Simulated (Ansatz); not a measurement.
Bulk crystal (GaAs) after relaxation:

```cif
data_structure
_symmetry_space_group_name_H-M 'P 1'
_symmetry_Int_Tables_number 1
_cell_length_a 4.0010
_cell_length_b 4.0010
_cell_length_c 4.0010
_cell_angle_alpha 60.000
_cell_angle_beta 60.000
_cell_angle_gamma 60.000
_cell_volume 45.29
loop_
_atom_site_label
_atom_site_type_symbol
_atom_site_fract_x
_atom_site_fract_y
_atom_site_fract_z
_atom_site_occupancy
Ga1 Ga 0.00000 0.00000 0.00000 1
As1 As 0.75000 0.75000 0.75000 1
```

Miller indices refer to the conventional cell of F-43m (No. 216), a = 5.658 Å, b = 5.658 Å, c = 5.658 Å, α = 90.00°, β = 90.00°, γ = 90.00°. The bulk's gap is 0.42 eV.

The (211) slab of 10 planes, 10.4 Å thick with 15 Å of vacuum as cut; outer planes GaAs (top) and GaAs (bottom).

The calculation used DFT PBEsol, scalar-relativistic, plane waves, PAW in Ansatz 0.2.0. Settings: cutoff 420 eV, Γ-centred mesh 9×4×1 on the computed 20-atom cell, Gaussian smearing of 0.05 eV; no spin polarisation. The cell repeats along c with a dipole correction in the vacuum.

This cut of an insulator is polar or leaves open shells, so the slab is metallic here; real surfaces compensate by reconstruction or adsorbates.

With the atoms at the bulk's places:

```json
{"Surface energy (mean of both faces)": "1.46 J/m²", "Gap of the slab on the mesh": "none (metal or semimetal)", "Work function": "4.38 eV (top), 5.21 eV (bottom)", "Dipole of the slab along +c, per cell": "0.18 e·Å"}
```

(1) What changes when all atoms relax within this surface cell and its symmetry?

Gaps are read on the k points sampled, so a band crossing between them can be missed.

## Answers

(1) The energy falls by 0.387 J/m² a face, and the largest move is 1.05 Å.

```json
{"Surface energy (mean of both faces)": "1.07 J/m²", "Gap of the slab on the mesh": "none (metal or semimetal)", "Work function": "3.94 eV (top), 4.40 eV (bottom)", "Dipole of the slab along +c, per cell": "0.10 e·Å"}
```

```tsv
plane (bottom to top)	atoms	spacing to next, bulk (Å)	relaxed (Å)	change (%)	rumpling (Å)
1	GaAs	1.155	0.669	-42.0	1.192
2	GaAs	1.155	1.381	+19.6	0.221
3	GaAs	1.155	1.184	+2.5	0.392
4	GaAs	1.155	1.077	-6.8	0.190
5	GaAs	1.155	1.221	+5.7	0.053
6	GaAs	1.155	1.181	+2.3	0.203
7	GaAs	1.155	1.182	+2.3	0.051
8	GaAs	1.155	0.903	-21.8	0.208
9	GaAs	1.155	1.287	+11.5	0.719
10	GaAs				0.615
```